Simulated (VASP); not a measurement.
# Li (Fm-3m) in VASP: notebook

Aim: see how the results for Li move with the level of theory and the settings. Levels: r2SCAN0+D4, PBEsol. Tasks: atomic charges, single point.

Everything below comes from runs of VASP 6.6.1. Logs are shortened: lines on timing, memory, paths and dates and some standing lists are left out, and cuts for length are marked.

## 1. The structure

Symmetry: Fm-3m, No. 225, cubic system. The conventional cell has a = 4.404 Å, b = 4.404 Å, c = 4.404 Å, α = 90.00°, β = 90.00°, γ = 90.00°. Li (site symmetry m-3m) has 12 Li at 3.11 Å as nearest neighbours.

This isn't the form of Li at room conditions, which is bcc.

## 2. Atomic charges, r2SCAN0+D4 (cell strained at random at fixed volume)

The input, POSCAR:

```
Li
3.1208
    0.007960138426      0.692882273776      0.720985965137
    0.713334401436      0.003002435273      0.725943668290
    0.707958856703      0.692464432197      0.008378300436
Li
1
Direct
    0.0000000000      0.0000000000      0.0000000000
```

The input, INCAR.step1:

```
ALGO = Normal ; EDIFF = 1E-5
ENCUT = 520 ; GGA = PE
ISIF = 2 ; ISMEAR = 0
LASPH = T ; LCHARG = F
LREAL = F ; LWAVE = T
NELM = 60 ; PREC = Accurate
SIGMA = 0.1
```

The input, INCAR.step2:

```
AEXX = 0.25 ; ALGO = Normal
EDIFF = 1E-7 ; ENCUT = 520
HFRCUT = -1 ; ISIF = 2
ISMEAR = 0 ; ISTART = 1
IVDW = 13 ; LASPH = T
LCHARG = F ; LHFCALC = T
LMIXTAU = T ; LORBIT = 10
LREAL = F ; LWAVE = F
METAGGA = R2SCAN ; NELM = 60
PREC = Accurate ; PRECFOCK = Normal
SIGMA = 0.1 ; VDW_A1 = 0.4778
VDW_A2 = 5.8779 ; VDW_S6 = 1.0
VDW_S8 = 0.8992
```

The input, KPOINTS:

```
k-points
0
Gamma
  5 5 5
```

Potentials or basis: VASP PAW PBE potentials, release 64 (Li_sv).

Launch:

```console
$ cat potpaw_PBE.64/Li_sv/POTCAR > POTCAR
$ cp INCAR.step1 INCAR
$ mpirun -np 1 vasp_std > vasp.out
$ cp INCAR.step2 INCAR
$ mpirun -np 1 vasp_std > vasp.out
```

OUTCAR:

```text
AEXX = 0.25
   EDIFF = 1E-7
   ENCUT = 520
   ISIF = 2
   ISMEAR = 0
   ISTART = 1
   IVDW = 13
   LASPH = T
   LHFCALC = T
   LORBIT = 10
   LREAL = F
   METAGGA = R2SCAN
   NELM = 60
   PREC = Accurate
   PRECFOCK = Normal

 ion  position               nearest neighbor table
   1  0.000  0.000  0.000-

  LATTYP: Found a triclinic cell.
 ALAT       =     3.0791901402
 B/A-ratio  =     1.4324980027
 C/A-ratio  =     1.0085790078
 COS(alpha) =     0.0109383014
 COS(beta)  =     0.4919168852
 COS(gamma) =     0.7136419635

  Lattice vectors:

 A1 = (   2.2013320000,  -2.1529770000,   0.0154720000)
 A2 = (   4.4107300000,   0.0080660000,   0.0416190000)
 A3 = (   0.0167760000,  -2.1516730000,   2.2393780000)

Analysis of symmetry for initial positions (statically):
=====================================================================
 Subroutine PRICEL returns:
 Original cell was already a primitive cell.

 Routine SETGRP: Setting up the symmetry group for a
 triclinic supercell.

 Subroutine GETGRP returns: Found  2 space group operations
 (whereof  2 operations were pure point group operations)
 out of a pool of  2 trial point group operations.

The static configuration has the point symmetry S_2 .

Analysis of symmetry for dynamics (positions and initial velocities):
=====================================================================
 Subroutine PRICEL returns:
 Original cell was already a primitive cell.

 Routine SETGRP: Setting up the symmetry group for a
 triclinic supercell.

 Subroutine GETGRP returns: Found  2 space group operations
 (whereof  2 operations were pure point group operations)
 out of a pool of  2 trial point group operations.

The dynamic configuration has the point symmetry S_2 .

 Subroutine INISYM returns: Found  2 space group operations
 (whereof  2 operations are pure point group operations),
 and found     1 'primitive' translations

----------------------------------------------------------------------------------------

                                     Primitive cell

  volume of cell :      21.3541

  direct lattice vectors                    reciprocal lattice vectors
     0.024842000  2.162347000  2.250053000    -0.229260160  0.231675931  0.224319839
     2.226174000  0.009370000  2.265525000     0.225058184 -0.232770539  0.221212470
[... 121 lines left out ...]
   NUPDOWN=      -1.0000    fix difference up-down
   EMIN   =  10.00;   EMAX   =-10.00  energy-range for DOS
   EFERMI =   0.00;   METHOD = LEGACY
   ISMEAR =     0;   SIGMA  =   0.10  broadening in eV -4-tet -1-fermi 0-gaus
   EFERMI_NEDOS =   21; number of points for ismear=-14 and -15
   IALGO  =     38    algorithm
   IMIX   =      1    mixing-type and parameters
     AMIX     =   0.40;   BMIX     =  1.00
     AMIX_MAG =   1.60;   BMIX_MAG =  1.00
  volume/ion in A,a.u.               =      21.35       144.10
  Fermi-wavevector in a.u.,A,eV,Ry     =   0.851049  1.608250  9.854489  0.724285
  Thomas-Fermi vector in A             =   1.967122
   LORBIT       =     10    0 simple, 1 ext, 2 COOP (PROOUT), +10 PAW based schemes
   METAGGA = R2SCAN    functional components
   LHFCALC =     T    Hartree Fock is set to
   PRECFOCK=normal    Normal, Fast or Accurate (Low or Medium for compatibility)
   ENCUT4O =  -1.0   cutoff for four orbital integrals eV
   NKREDX  =     1    reduce k-point grid by
   NKREDY  =     1    reduce k-point grid by
   NKREDZ  =     1    reduce k-point grid by
   AEXX    =    0.2500 exact exchange contribution
   HFSCREEN=    0.0000 screening length (either q_TF or 0.3 A-1)
   HFSCREENC=   0.0000 screening length for correlation (either q_TF or 0.3 A-1)
   ENCUTFOCK=  -1.0 apply spherical cutoff to Coloumb kernel
   IVDW    =    13    specifies the selected vdW correction
   LEPSILON=     F    determine dielectric tensor
   LRPA    =     F    only Hartree local field effects (RPA)
 non-spin polarized calculation
 Gauss-broadening in eV      SIGMA  =   0.10
  energy-cutoff  :      520.00
  volume of cell :       21.35
 maximum number of plane-waves:       583
  NGX = 18; NGY = 18; NGZ = 18

 number of electron       3.0000005 magnetization

 Free energy of the ion-electron system (eV)
  ---------------------------------------------------
  ext. energy  EPLUGINS =         0.00000000
  ---------------------------------------------------
  free energy    TOTEN  =        -2.56714610 eV

  energy without entropy =       -2.56642706  energy(sigma->0) =       -2.56678658

 E-fermi :   0.6190     XC(G=0):  -5.6534

 val. band max:        0.5713308047   @ k =   0.0000   0.4000   0.4000
 cond. band min:       1.2489297864   @ k =   0.4000  -0.0000   0.4000
 fundamental gap:      0.6775989817
 Fermi energy:         0.6190244552

 k-point     1 :       0.0000    0.0000    0.0000
  band No.  band energies     occupation
      1     -51.3175      2.00000
      2      -4.4293      2.00000
      3      16.1693      0.00000
      4      16.3881      0.00000
      5      16.6138      0.00000
[... 305 lines left out ...]
 k-point    40 :       0.2000    0.0000    0.4000
  band No.  band energies     occupation
      1     -51.3001      2.00000
      2      -0.7891      2.00000
      3       7.5607      0.00000
      4      11.4129      0.00000
      5      12.7419      0.00000

 [... further k-points ...]

------------------------ aborting loop because EDIFF is reached ----------------------------------------

 total charge

# of ion       s       p       d       tot
------------------------------------------
    1        2.030   0.020   0.000   2.051

  DFT-D4 for vdW energy calculation

  Edisp (eV):   -0.00828

  FORCE on cell =-STRESS in cart. coord.  units (eV):
  Direction    XX          YY          ZZ          XY          YZ          ZX
  --------------------------------------------------------------------------------------
  -------------------------------------------------------------------------------------
  Total      -0.06376    -0.21930    -0.06608    -0.01292    -0.01309    -0.06429
  in kB      -4.78385   -16.45356    -4.95779    -0.96948    -0.98242    -4.82396
  external pressure =       -8.73 kB  Pullay stress =        0.00 kB

 VOLUME and BASIS-vectors are now :
 -----------------------------------------------------------------------------
  energy-cutoff  :      520.00
  volume of cell :       21.35
      direct lattice vectors                 reciprocal lattice vectors
     0.024842000  2.162347000  2.250053000    -0.229260160  0.231675931  0.224319839
     2.226174000  0.009370000  2.265525000     0.225058184 -0.232770539  0.221212470
     2.209398000  2.161043000  0.026147000     0.228422676  0.231933056 -0.225414345

 POSITION                                       TOTAL-FORCE (eV/Angst)
 -----------------------------------------------------------------------------------
      0.00000      0.00000      0.00000         0.000000      0.000000     -0.000000
 -----------------------------------------------------------------------------------
    total drift:                               -0.000000      0.000000      0.000000

  FREE ENERGIE OF THE ION-ELECTRON SYSTEM (eV)
  ---------------------------------------------------
  free  energy   TOTEN  =        -2.5754254211 eV

  energy  without entropy=       -2.5747063737  energy(sigma->0) =       -2.57506590

 total charge

# of ion       s       p       d       tot
------------------------------------------
    1        2.030   0.020   0.000   2.051
```

OSZICAR.step1:

```text
N       E                     dE             d eps       ncg     rms          rms(c)
DAV:   1     0.673671636401E+00    0.67367E+00   -0.67952E+02   635   0.405E+02
DAV:   2    -0.186689393602E+01   -0.25406E+01   -0.24273E+01   915   0.622E+01
DAV:   3    -0.195285975193E+01   -0.85966E-01   -0.85868E-01   760   0.883E+00
DAV:   4    -0.195594616262E+01   -0.30864E-02   -0.30864E-02   825   0.135E+00
DAV:   5    -0.195596648010E+01   -0.20317E-04   -0.20317E-04   745   0.122E-01    0.220E-01
DAV:   6    -0.195488717553E+01    0.10793E-02   -0.27683E-04  1100   0.104E-01    0.125E-01
DAV:   7    -0.195437782416E+01    0.50935E-03   -0.66338E-04  1180   0.164E-01    0.274E-02
DAV:   8    -0.195437500134E+01    0.28228E-05   -0.71410E-06   575   0.339E-02
   1 F= -.19543750E+01 E0= -.19539379E+01  d E =-.874285E-03
```

Wall time 3.9 min (1 thread of Intel Xeon Platinum 8488C (Sapphire Rapids), shared host); peak memory 0.14 GiB.

Results:

- Free energy: -2.5754 eV
- Band gap on the k mesh: none (metal or under the smearing width)
- Valence electrons inside the program's atomic spheres: Li 2.05
- Dispersion energy per atom: -0.008 eV

Levels at points of the mesh, in eV from the Fermi level:
| k point | band 1 | band 2 | band 3 | band 4 | band 5 |
| --- | --- | --- | --- | --- | --- |
| (0.00, 0.00, 0.00) | -51.94 | -5.05 | 15.55 | 15.77 | 15.99 |

Caveat: the k mesh is coarse (spacing up to 0.50 Å⁻¹), so the values aren't converged, least of all with exact exchange; the cutoff is under 1.25 times the usual one of these potentials, so pressure, stress and relaxed cells hold a basis-set (Pulay) error; the PAW data sets were made with another functional, which shifts forces and pressure a little; pairwise dispersion overbinds metals, which lowers pressure and volume.

## 3. Single point, PBEsol

The input, INCAR:

```
PREC = Accurate ; ENCUT = 550
EDIFF = 1E-7 ; ISMEAR = 0
SIGMA = 0.05 ; LREAL = F
LASPH = T ; NELM = 80
ALGO = Fast ; ISIF = 2
LWAVE = F ; LCHARG = F
GGA = PS
```

The input, KPOINTS:

```
regular mesh
0
Gamma
  10 10 10
```

The input, POSCAR:

```
Li
1.0
    0.0000000000      2.2020000000      2.2020000000
    2.2020000000      0.0000000000      2.2020000000
    2.2020000000      2.2020000000      0.0000000000
Li
1
Direct
    0.0000000000      0.0000000000      0.0000000000
```

Potentials or basis: VASP PAW PBE potentials, release 64 (Li_GW).

Launch:

```console
$ cat potpaw_PBE.64/Li_GW/POTCAR > POTCAR
$ mpirun -np 1 vasp_std > vasp.out
```

It used 2.8 s of CPU time on 1 thread of Intel(R) Xeon(R) Platinum 8559C (Emerald Rapids), on a shared host, which was overloaded at the time.

The run converged. Its results:

```yaml
Free_energy: -1.9610 eV
Pressure: -0.6 GPa
Band_gap_on_the_k_mesh: none (metal or under the smearing width)
```

Levels at points of the mesh, in eV from the Fermi level:
```
           k point  band 1  band 2  band 3  band 4
(0.00, 0.00, 0.00)   -3.46   13.95   13.95   13.95
(0.50, 0.00, 0.00)    0.05    2.80   12.28   12.28
(0.50, 0.50, 0.00)    1.54    4.56    8.22    8.22
```

Caveat: the PAW data sets were made with another functional, which shifts forces and pressure a little.

## 4. Single point, PBEsol

The input, run.py:

```python
from ase.calculators.vasp import Vasp
from ase.dft.bandgap import bandgap
from ase.spacegroup import crystal

atoms = crystal(
    ['Li'],
    basis=[[0.0, 0.0, 0.0]],
    spacegroup=225,
    setting=1,
    cellpar=[4.404, 4.404, 4.404, 90.0, 90.0, 90.0],
    primitive_cell=True,
)
calc = Vasp(
    directory='calc',
    xc='pbesol',
    pp='PBE',
    setups={'base': 'minimal', 'Li': '_GW'},
    prec='Accurate',
    encut=550,
    ediff=1e-06,
    ismear=0,
    sigma=0.05,
    lreal=False,
    lasph=True,
    nelm=60,
    algo='Fast',
    isif=2,
    lwave=False,
    lcharg=True,
    lelf=True,
    lvhar=True,
    kpts=[10, 10, 10],
    gamma=True,
    nbands=6,
)
atoms.calc = calc

print('energy (eV):', atoms.get_potential_energy())
print('free energy (eV):', atoms.get_potential_energy(force_consistent=True))
print('forces (eV/A):')
print(atoms.get_forces())
print('stress (eV/A^3, Voigt):', atoms.get_stress())
print('Fermi level (eV):', calc.get_fermi_level())
gap, top, bottom = bandgap(calc)
print('band gap (eV):', gap, 'from (spin, k, band)', top, 'to', bottom)
```

Launch:

```console
$ python run.py
```

It used 7.9 s of CPU time on 1 thread of Intel(R) Xeon(R) Platinum 8559C (Emerald Rapids) (shared host), which was overloaded at the time.

The run converged. Its results:

```yaml
Free_energy: -1.9610 eV
Pressure: -0.6 GPa
Band_gap_on_the_k_mesh: none (metal or under the smearing width)
```

Levels at points of the mesh, in eV from the Fermi level:
```csv
k point,band 1,band 2,band 3,band 4,band 5
"(0.00, 0.00, 0.00)",-3.46,13.95,13.95,13.95,17.66
"(0.50, 0.00, 0.00)",0.05,2.80,12.28,12.28,16.07
"(0.50, 0.50, 0.00)",1.54,4.56,8.22,8.22,10.32
```

Caveat: the PAW data sets were made with another functional, which shifts forces and pressure a little.

## 5. For comparison

An earlier run on the cell as given: functional PBE; potentials or basis VASP PAW PBE potentials, release 64 (Li_sv); cutoff 520 eV; k mesh 10 × 10 × 10; occupations fermi-dirac, width 0.05 eV; no spin polarisation.

* Band gap on the k mesh: none (metal or under the smearing width)

## 6. Summary

```tsv
task	level	potentials or basis	cell	k mesh	cutoff (eV)	smearing	grid for exact exchange (PRECFOCK)	exchange at q = 0	mesh quality	gap on the mesh (eV)
atomic charges	r2SCAN0+D4	VASP PAW PBE potentials, release 64 (Li_sv)	cell strained at random at fixed volume	5 × 5 × 5	520	gaussian 0.1 eV	Normal	truncated	coarse	none
single point	PBEsol	VASP PAW PBE potentials, release 64 (Li_GW)	as given	10 × 10 × 10	550	gaussian 0.05 eV	-	-	not flagged	none
single point	PBE	VASP PAW PBE potentials, release 64 (Li_sv)	as given	10 × 10 × 10	520	fermi-dirac 0.05 eV	-	-	not flagged	none
```

Alike in all rows: no spin polarisation.

Caveats: some runs use coarse meshes; the cutoff is under 1.25 times the usual one of these potentials, so pressure, stress and relaxed cells hold a basis-set (Pulay) error (some runs); the PAW data sets were made with another functional, which shifts forces and pressure a little (some runs); pairwise dispersion overbinds metals, which lowers pressure and volume (some runs).

Total energies depend on the potentials used, so only differences within one code and one set of settings carry meaning.
